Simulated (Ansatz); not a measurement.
# InP (CsCl type): testing the settings of Wannier runs

Which of these Wannier inputs for InP (CsCl type) end well? Each is run as it stands.

Computed with Ansatz 0.2.0 (plane waves, PAW; the settings change from run to run, as each input shows, unless a step's input says otherwise).

1 further run of the same task is left out (it didn't finish). Runs told in other sessions of the task aren't counted.

## Step 1: Starting point

Symmetry: Pm-3m, No. 221, cubic system. Conventional cell: a = 3.413 Å, b = 3.413 Å, c = 3.413 Å, α = 90.00°, β = 90.00°, γ = 90.00°. In (site symmetry m-3m) is surrounded by 8 P at 2.96 Å. Around P (site symmetry m-3m) lie 8 In at 2.96 Å.

Structure file:

```xyz
2
Lattice="3.4134 0.0000 0.0000 0.0000 3.4134 0.0000 0.0000 0.0000 3.4134" Properties=species:S:1:pos:R:3 pbc="T T T"
In    0.0000    0.0000    0.0000
P     1.7067    1.7067    1.7067
```

The cell was relaxed beforehand with r2SCAN; those runs aren't shown. No run includes spin-orbit coupling, which matters for In.

## Step 2: Try 1

input.yaml reads:

```yaml
crystal:
  lattice:
    - [3.4134150559, 0.0, 0.0]
    - [0.0, 3.4134150559, 0.0]
    - [0.0, 0.0, 3.4134150559]
  atoms:
    - { symbol: In, position: [0.0, 0.0, 0.0] }
    - { symbol: P, position: [0.5, 0.5, 0.5] }
kpoints:
  mp_grid: { grid: [6, 6, 6] }
  band_path:
    path:
      - [[0.0, 0.0, 0.0], [2.871340078496e-51, 0.5, 4.701864830514e-36], [0.5, 0.5, -1.880745932205e-35], [0.0, 0.0, 0.0], [0.5, 0.5, 0.5], [2.871340078496e-51, 0.5, 4.701864830514e-36]]
      - [[0.5, 0.5, 0.5], [0.5, 0.5, -1.880745932205e-35]]
    npoints: 10
hamiltonian:
  xc: r2scan
scf:
  occupations: { method: fermi_dirac, width: 0.02 }
  n_extra_bands: 6
output:
  forces: false
  stress: false
  eigenvalues: true
  wannier:
    kmesh: [6, 6, 6]
    projections: [{ species: In, l: s, shell: 5 }, { species: P, l: p, shell: 3 }]
    minimise: true
    write_hr: true
    conv_tol: 1.0e-08
    max_iter: 3000
    disentanglement: { window: [1.37, 23.37], frozen_window: [8.37, 12.17] }
  write_density: true
  write_potential: true
  elf: true
  volumetric_format: npy
```

Command:

```console
$ ansatz run input.yaml --threads 4 --pin off --max-ram 3686MiB --backend cpu --events-out ev --progress --plain --runs-dir out
```

The log of the run:

```text
Warning: RAYON_NUM_THREADS=4 ignored (pool sized by the plan → 4); use --threads N
scf.n_extra_bands = 6 over 9 filled bands (N_el = 18.0): the run solves 15 bands
Engine: ansatz 0.2.0, aarch64-unknown-linux-gnu
Pseudopotentials: kind: paw
Pseudopotential: In, paw, valence charge 13, recommended cutoff 500 eV (meta_gga), In.paw.azcp
Pseudopotential: P, paw, valence charge 5, recommended cutoff 500 eV (meta_gga), P.paw.azcp
Functional definition: r2SCAN
  parameter k0 = 0.174
  parameter k1 = 0.065
  parameter a1 = 4.9479
  exchange = r2scan_x(k0 = k0, k1 = k1, a1 = a1)
  correlation = r2scan_c
Crystal: 2 atoms, lattice volume = 39.771 Å³
Basis set: ecut = 500 eV, 1021 PW (Γ), exchange–correlation on 100×100×100 points (64 copies of the dense FFT grid, shifted against one another)
Bands: 15, of which v1, the nominal top of the filled ones, is band 9 counted from 1 (8 counted from 0)
Symmetry: 48 space group operations
Space group: Pm-3m (ITA 221), of the structure as read, at distance tolerance 3.4e-5 Å
k-points: 20 of 216
Non-local potential: In, projectors of the file, l = 0: 2, l = 1: 2, l = 2: 2, l = 3: 2
Non-local potential: P, projectors of the file, l = 0: 2, l = 1: 2, l = 2: 2
PAW form: soft (Blöchl's): semilocal exchange-correlation on the pseudo side does not see the compensation charge
PAW frozen core: In, regenerated for the run's functional (the file was generated under x = pbe(κ = 0.804, μ = 0.2195149727645171), c = pbe(β = 0.06672455060314922))
PAW frozen core: P, regenerated for the run's functional (the file was generated under x = pbe(κ = 0.804, μ = 0.2195149727645171), c = pbe(β = 0.06672455060314922))
PAW one-centre angular grid: In, 590 points (default); XC on 289 of its mesh's 2783 points in the sphere
PAW one-centre angular grid: P, 302 points (default); XC on 160 Gauss nodes
Initial density: superposition of atomic densities (neutral atoms: chi_scale 0, normalization atom), corrected by the library's trained network
Initial wavefunctions: pseudopotential atomic-orbital guess
Functional: x = r2scan, c = r2scan; τ floored in thin density (d = 2e-4 eV/Å³)
SCF iter   1: F=—  HF=-6370.217603 eV  |F-HF|=—  |Δ(HF+E_count)|=         —  Δρ=8.12e-3  dr2=1.56e-2  dr2_τ=2.87e-3  ethr=1.77e-3  ⟨swp⟩=6.4  Hψ=1931  notcnv=0
preconditioner: auto → none  [insulator: Δε(μ)=0.159 eV  Ē_g=17.328 eV  σ=0.020 eV  W_gap=0.96  n_scr=6 (ndim 8)  ℏωp=25.0 eV  f_vac=0.000  D(μ)=0.50/eV (n_scr^D=0)  ε∞_Penn≈3.1]
SCF iter   2: F=—  HF=-6370.237477 eV  |F-HF|=—  |Δ(HF+E_count)|=   1.99e-2  Δρ=2.26e-3  dr2=2.41e-3  dr2_τ=1.40e-4  ethr=8.69e-5  ⟨swp⟩=3.0  Hψ=781  notcnv=0  defer=23
SCF iter   3: F=—  HF=-6370.237891 eV  |F-HF|=—  |Δ(HF+E_count)|=   4.13e-4  Δρ=1.06e-3  dr2=2.80e-4  dr2_τ=1.97e-5  ethr=1.34e-5  ⟨swp⟩=2.4  Hψ=465  notcnv=0  defer=23
SCF iter   4: F=—  HF=-6370.238007 eV  |F-HF|=—  |Δ(HF+E_count)|=   1.17e-4  Δρ=2.61e-4  dr2=1.82e-5  dr2_τ=7.34e-7  ethr=1.56e-6  ⟨swp⟩=3.0  Hψ=470  notcnv=0  defer=23
SCF iter   5: F=—  HF=-6370.238024 eV  |F-HF|=—  |Δ(HF+E_count)|=   1.65e-5  Δρ=4.20e-5  dr2=3.45e-7  dr2_τ=2.18e-8  ethr=1.01e-7  ⟨swp⟩=2.3  Hψ=404  notcnv=0  defer=23
SCF iter   6: F=-6370.238024 eV  HF=-6370.238024 eV  |F-HF|=2.18e-8  |Δ(HF+E_count)|=   5.23e-7  Δρ=9.54e-6  dr2=6.85e-8  dr2_τ=1.11e-9  ethr=5.56e-10  ⟨swp⟩=7.8  Hψ=1227  notcnv=0
SCF 1 converged in 6 iterations: F = -6370.238024 eV  dr2 = 6.85e-8
NSCF: frozen V_eff on 62 k-points
NSCF: frozen V_eff on 23 k-points
the Wannier pass solved 23 of the 216 points of its mesh, and has the states at the others by symmetry: states obtained by the crystal's operations at points that were solved too leave a residual of 3.36e-13 eV (read by the count's bands and the next), within 4.76e-6 eV
NSCF: frozen V_eff on 23 k-points
the Wannier pass solved 23 of the 216 points of its mesh, and has the states at the others by symmetry: states obtained by the crystal's operations at points that were solved too leave a residual of 3.60e-13 eV (read by the count's bands and the next), within 4.76e-6 eV
SCF converged after 6 iterations
Free energy (F): -6370.238024 eV
Harris-Foulkes:  -6370.238024 eV  (|F-HF|=2.18e-8)
Internal energy: -6370.237082 eV  (E = F + TS)
E sigma→0 (E₀):  -6370.237553 eV
Entropy (-TS):   -0.000942 eV (-0.471 meV/atom)
Fermi energy:    10.596591 eV
--- Per-component energies (eV) ---
  E_band       = -3.750802
  E_kinetic    = 310.680847
  E_local      = -1132.281778  (includes V_loc(G=0)·N_el)
  E_nonlocal   = 401.380135
  E_hartree    = 448.159037
  E_xc         = -258.557140
  E_vxc        = -170.529889  (∫ρ·V_xc dr)
  E_paw        = -4759.578749  (= ΣΔE_a)
  E_vpaw       = -319.520442  (= ΣTr[D̂ρ^β])
  E_aug_tail   = 0.000009  (compensation charges beyond the density's cutoff)
  E_vtau       = 10.198818  (kinetic-family band-sum trace: ∫τ·v_τ [+ j·A + Jᵃ·Aᵃ] dr)
  E_ewald      = -1380.914146
  E_core_change = 0.874704  (= ΣΔE_core)
  E_smearing   = -0.000942  (= −TS)
  E_closure    = 0.000000  (closes the sum)
  Σ components = -6370.238024   (vs F -6370.238024, Δ=0.00e0)
--- Band table (eV; the first three rows and the last of 20) ---
  k-point 0: bands = ["-4.8346", "-4.8346", "-4.5383", "-4.5383", "-4.5383", "-2.8030", "9.3458", "9.4883", "9.4883", "9.4883", "15.5328", "15.5328", "21.4015", "21.4015", "21.4015"]
  k-point 1: bands = ["-4.8284", "-4.7782", "-4.5666", "-4.5666", "-4.5352", "-2.4758", "6.6402", "9.8198", "9.8198", "11.1583", "15.7527", "17.0032", "19.4942", "19.4942", "20.3169"]
  k-point 2: bands = ["-4.8160", "-4.6685", "-4.6223", "-4.6223", "-4.5290", "-1.5779", "3.9383", "10.6647", "10.6647", "12.4115", "16.3264", "16.3512", "17.0020", "17.0020", "21.8467"]
  k-point 19: bands = ["-4.8009", "-4.8009", "-4.8009", "-4.4211", "-4.4211", "1.7808", "7.9763", "7.9763", "7.9763", "10.1119", "10.3161", "10.3161", "10.3161", "28.2014", "28.2014"]
Error: a combination of the trial orbitals is all but absent from the optimal subspace at ik = 87: its weight there is 8.9e-16 of the largest combination's or less, which the computation cannot tell from zero, so that the projections give no starting gauge (the trial orbitals are those of output.wannier.projections, and ik = 87 is k-point 88 of the .win and .amn files); move output.wannier.disentanglement.frozen_window, whose bands are always kept in the subspace
```

It took 3 s on 4 threads of Arm Neoverse V1, shared host; peak memory 0.38 GiB.

Diagnosis: It ended in an error. Some combination of the trial orbitals has almost no weight, at one k point, in the states chosen from the window. To mend it, choose trial orbitals that match the bands, or move the windows as the message advises.

## Step 3: Try 2

Edit input.yaml of step 2 so:

```diff
@@ -16,3 +16,3 @@
 hamiltonian:
-  xc: r2scan
+  xc: pbe
 scf:
@@ -26,3 +26,3 @@
     kmesh: [6, 6, 6]
-    projections: [{ species: In, l: s, shell: 5 }, { species: P, l: p, shell: 3 }]
+    projections: [{ species: Si, l: p }]
     minimise: true
@@ -30,7 +30,3 @@
     conv_tol: 1.0e-08
-    max_iter: 3000
-    disentanglement: { window: [1.37, 23.37], frozen_window: [8.37, 12.17] }
-  write_density: true
-  write_potential: true
-  elf: true
-  volumetric_format: npy
+    max_iter: 1000
+    disentanglement: { window: [1.42, 23.42], frozen_window: [8.42, 12.22] }
```

Command:

```console
$ ansatz run input.yaml --threads 4 --pin off --max-ram 3686MiB --backend cpu --events-out ev --progress --plain --runs-dir out
```

The log of the run:

```text
Error: inconsistent input (output.wannier.projections[].species, crystal.atoms): output.wannier: Si is not a species of this cell
```

It took 0.05 s on 4 threads of Arm Neoverse V1, shared host; peak memory 0.076 GiB.

What is wrong: Refused before any calculation. The projections name an element that isn't in the cell. Fix: name an element of the cell.

## Step 4: Try 3

Edit input.yaml of step 3 so:

```diff
@@ -26,3 +26,3 @@
     kmesh: [6, 6, 6]
-    projections: [{ species: Si, l: p }]
+    projections: [{ species: P, l: s, shell: 3 }, { species: P, l: p, shell: 3 }]
     minimise: true
@@ -31,2 +31,2 @@
     max_iter: 1000
-    disentanglement: { window: [1.42, 23.42], frozen_window: [8.42, 12.22] }
+    disentanglement: { window: [-8.58, 25.56], frozen_window: [5.24, 12.63] }
```

Command:

```console
$ ansatz run input.yaml --threads 4 --pin off --max-ram 3686MiB --backend cpu --events-out ev --progress --plain --runs-dir out
```

The log of the run:

```text
Warning: RAYON_NUM_THREADS=4 ignored (pool sized by the plan → 4); use --threads N
scf.n_extra_bands = 6 over 9 filled bands (N_el = 18.0): the run solves 15 bands
Engine: ansatz 0.2.0, aarch64-unknown-linux-gnu
Pseudopotentials: kind: paw
Pseudopotential: In, paw, valence charge 13, recommended cutoff 420 eV (normal), In.paw.azcp
Pseudopotential: P, paw, valence charge 5, recommended cutoff 420 eV (normal), P.paw.azcp
Functional definition: PBE
  parameter kappa = 0.804
  parameter beta = 0.06672455060314922
  exchange = pbe_x(kappa = kappa, mu = beta*pi^2/3)
  correlation = pbe_c(beta = beta)
Crystal: 2 atoms, lattice volume = 39.771 Å³
Basis set: ecut = 420 eV, 751 PW (Γ)
Bands: 15, of which v1, the nominal top of the filled ones, is band 9 counted from 1 (8 counted from 0)
Symmetry: 48 space group operations
Space group: Pm-3m (ITA 221), of the structure as read, at distance tolerance 3.4e-5 Å
k-points: 20 of 216
Non-local potential: In, projectors of the file, l = 0: 2, l = 1: 2, l = 2: 2, l = 3: 2
Non-local potential: P, projectors of the file, l = 0: 2, l = 1: 2, l = 2: 2
PAW form: soft (Blöchl's): semilocal exchange-correlation on the pseudo side does not see the compensation charge
PAW one-centre angular grid: In, 590 points (default); XC on 64 Gauss nodes
PAW one-centre angular grid: P, 110 points (default); XC on 64 Gauss nodes
Initial density: superposition of atomic densities (neutral atoms: chi_scale 0, normalization atom), corrected by the library's trained network
Initial wavefunctions: pseudopotential atomic-orbital guess
Functional: x = pbe(κ = 0.804, μ = 0.2195149727645171), c = pbe(β = 0.06672455060314922)
SCF iter   1: F=—  HF=-6352.806963 eV  |F-HF|=—  |Δ(HF+E_count)|=         —  Δρ=1.50e-3  dr2=5.65e-4  ethr=1.77e-3  ⟨swp⟩=6.5  Hψ=1855  notcnv=0
preconditioner: auto → none  [metal: Δε(μ)=0.049 eV  Ē_g=16.384 eV  σ=0.020 eV  W_gap=0.50  n_scr=6 (ndim 8)  ℏωp=25.0 eV  f_vac=0.000  D(μ)=2.01/eV (n_scr^D=18)  sad-step TF]
SCF iter   2: F=—  HF=-6352.806313 eV  |F-HF|=—  |Δ(HF+E_count)|=   6.50e-4  Δρ=6.61e-4  dr2=8.10e-5  ethr=3.14e-6  ⟨swp⟩=2.4  Hψ=708  notcnv=0  defer=17
SCF iter   3: F=—  HF=-6352.806376 eV  |F-HF|=—  |Δ(HF+E_count)|=   6.34e-5  Δρ=3.47e-4  dr2=2.17e-5  ethr=4.50e-7  ⟨swp⟩=1.1  Hψ=286  notcnv=0  defer=17
SCF iter   4: F=—  HF=-6352.806409 eV  |F-HF|=—  |Δ(HF+E_count)|=   3.24e-5  Δρ=3.19e-5  dr2=3.13e-7  ethr=1.21e-7  ⟨swp⟩=2.0  Hψ=361  notcnv=0  defer=17
iter 5 did not close the SCF: its close was put off for the readings that it lacked (scf_convergence_deferred on its scf_iter line)
SCF iter   5: F=-6352.806409 eV  HF=-6352.806409 eV  |F-HF|=1.70e-8  |Δ(HF+E_count)|=   1.30e-7  Δρ=8.34e-6  dr2=1.87e-8  ethr=1.74e-9  ⟨swp⟩=2.2  Hψ=446  notcnv=0  defer=17
SCF iter   6: F=-6352.806409 eV  HF=-6352.806409 eV  |F-HF|=1.71e-9  |Δ(HF+E_count)|=   9.04e-9  Δρ=2.49e-6  dr2=1.93e-9  ethr=1.04e-10  ⟨swp⟩=4.8  Hψ=1220  notcnv=0
SCF 1 converged in 6 iterations: F = -6352.806409 eV  dr2 = 1.93e-9
NSCF: frozen V_eff on 62 k-points
NSCF: frozen V_eff on 23 k-points
the Wannier pass solved 23 of the 216 points of its mesh, and has the states at the others by symmetry: states obtained by the crystal's operations at points that were solved too leave a residual of 2.46e-13 eV (read by the count's bands and the next), within 4.76e-6 eV
NSCF: frozen V_eff on 23 k-points
the Wannier pass solved 23 of the 216 points of its mesh, and has the states at the others by symmetry: states obtained by the crystal's operations at points that were solved too leave a residual of 2.18e-13 eV (read by the count's bands and the next), within 4.76e-6 eV
NSCF: frozen V_eff on 23 k-points
the Wannier pass solved 23 of the 216 points of its mesh, and has the states at the others by symmetry: states obtained by the crystal's operations at points that were solved too leave a residual of 3.14e-13 eV (read by the count's bands and the next), within 4.76e-6 eV
SCF converged after 6 iterations
Free energy (F): -6352.806409 eV
Harris-Foulkes:  -6352.806409 eV  (|F-HF|=1.71e-9)
Internal energy: -6352.803794 eV  (E = F + TS)
E sigma→0 (E₀):  -6352.805101 eV
Entropy (-TS):   -0.002615 eV (-1.307 meV/atom)
Fermi energy:    10.571547 eV
--- Per-component energies (eV) ---
  E_band       = 5.489975
  E_kinetic    = 310.761177
  E_local      = -1130.724699  (includes V_loc(G=0)·N_el)
  E_nonlocal   = 401.267392
  E_hartree    = 446.641684
  E_xc         = -276.266301
  E_vxc        = -159.401279  (∫ρ·V_xc dr)
  E_paw        = -4723.568928  (= ΣΔE_a)
  E_vpaw       = -309.694843  (= ΣTr[D̂ρ^β])
  E_aug_tail   = 0.000028  (compensation charges beyond the density's cutoff)
  E_ewald      = -1380.914146
  E_smearing   = -0.002615  (= −TS)
  E_closure    = 0.000000  (closes the sum)
  Σ components = -6352.806409   (vs F -6352.806409, Δ=0.00e0)
--- Band table (eV; the first three rows and the last of 20) ---
  k-point 0: bands = ["-4.1111", "-4.1111", "-3.8144", "-3.8144", "-3.8144", "-2.1603", "9.1037", "9.6257", "9.6257", "9.6257", "15.2120", "15.2120", "20.7640", "20.7640", "20.7640"]
  k-point 1: bands = ["-4.1049", "-4.0542", "-3.8420", "-3.8420", "-3.8115", "-1.8465", "6.7590", "9.9408", "9.9408", "10.9603", "15.4201", "16.6100", "19.0420", "19.0420", "19.7250"]
  k-point 2: bands = ["-4.0925", "-3.9435", "-3.8963", "-3.8963", "-3.8057", "-0.9812", "4.2018", "10.7447", "10.7447", "12.1136", "15.9148", "15.9632", "16.7090", "16.7090", "21.2214"]
  k-point 19: bands = ["-4.0708", "-4.0708", "-4.0708", "-3.6924", "-3.6924", "2.2017", "8.1771", "8.1771", "8.1771", "9.9733", "10.2378", "10.2378", "10.2378", "27.3555", "27.3555"]
WARN: one of the run's output files is refused, and neither it nor the files that depend on it are written in full: <dir> frozen window holds 5 > num_wann = 4 bands at ik = 87 (ik counts from 0, the k-points of the .win, .mmn and .eig files from 1)
Error: frozen window holds 5 > num_wann = 4 bands at ik = 87 (ik counts from 0, the k-points of the .win, .mmn and .eig files from 1)
```

Run time: 2 s. Hardware: 4 threads of Arm Neoverse V1, shared host; peak memory 0.37 GiB.

**Diagnosis.** It ended in an error. The frozen window holds more states than there are functions. Cure: project on all shells that make up the frozen bands, or narrow the frozen window.

## Step 5: How the runs ended

| try | settings | ended | fault | time |
| --- | --- | --- | --- | --- |
| 1 | r2SCAN, 4 functions, 6×6×6, window 1.37 to 23.37 eV, frozen 8.37 to 12.17 eV | stopped by an error | some combination of the trial orbitals has almost no weight, at one k point, in the states chosen from the window | 3 s |
| 2 | PBE, 0 functions, 6×6×6, window 1.42 to 23.42 eV, frozen 8.42 to 12.22 eV | refused | the projections name an element that isn't in the cell | 0.05 s |
| 3 | PBE, 4 functions, 6×6×6, window -8.58 to 25.56 eV, frozen 5.24 to 12.63 eV | stopped by an error | the frozen window holds more states than there are functions | 2 s |

In words: 2 stopped by an error, 1 refused. No run passed without a fault or warning, so no result is quoted.
